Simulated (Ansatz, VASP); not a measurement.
**Au in VASP and in Ansatz**

Contents of INCAR:

```
SYSTEM = Au
  PREC = Accurate
  ENCUT = 520
  EDIFF = 1E-7
  ISMEAR = -1
  SIGMA = 0.05
  LREAL = .FALSE.
  LASPH = .TRUE.
  NELM = 100
  ALGO = Normal
  ISIF = 2
  LWAVE = .FALSE.
  LCHARG = .FALSE.
  GGA = PE
  NBANDS = 12
```

The input KPOINTS:

```
regular mesh
0
G
  11 11 11
  0 0 0
```

File POSCAR:

```
Au
1.0
    0.0000000000      2.0213418704      2.0213418704
    2.0213418704      0.0000000000      2.0213418704
    2.0213418704      2.0213418704      0.0000000000
Au
1
Direct
    0.0000000000      0.0000000000      0.0000000000
```

The input input.yaml:

```yaml
crystal:
  lattice:
    - [0.0, 2.0213418704, 2.0213418704]
    - [2.0213418704, 0.0, 2.0213418704]
    - [2.0213418704, 2.0213418704, 0.0]
  atoms:
    - { symbol: Au, position: [0.0, 0.0, 0.0] }
hamiltonian:
  xc: pbe
  pseudopotentials: { kind: paw }
kpoints:
  mp_grid: { grid: [11, 11, 11] }
scf:
  occupations: { method: fermi_dirac, width: 0.05 }
output:
  forces: true
  stress: true
  eigenvalues: true
```

Change from the starting cell: volume scaled by 0.98.

Alike in both runs: task single point; functional PBE; k mesh 11 × 11 × 11; occupations fermi-dirac, width 0.05 eV; no spin polarisation.

|  | VASP | Ansatz |
| --- | --- | --- |
| version | VASP 6.6.1 | Ansatz 0.2.0 |
| potentials or method | VASP PAW PBE potentials, release 64 (Au) | Ansatz PAW |
| plane-wave cutoff (eV) | 520 | 420 |
| valence electrons in the cell | 11 | 19 |

Ansatz gave:

* gap on the k mesh at the Fermi level (eV): none
* pressure (GPa): 15.1

**Question.** Estimate VASP's values.

**Answer.** gap on the k mesh at the Fermi level (eV): none; pressure (GPa): 14.7.

A gap of «none» marks a metal or a gap that the smearing closes. The functional is the same, so the differences come from potentials, cutoffs and numerics. The two sets of potentials don't hold the same shells in valence.

Spin-orbit coupling is left out, which matters for the levels of Au.
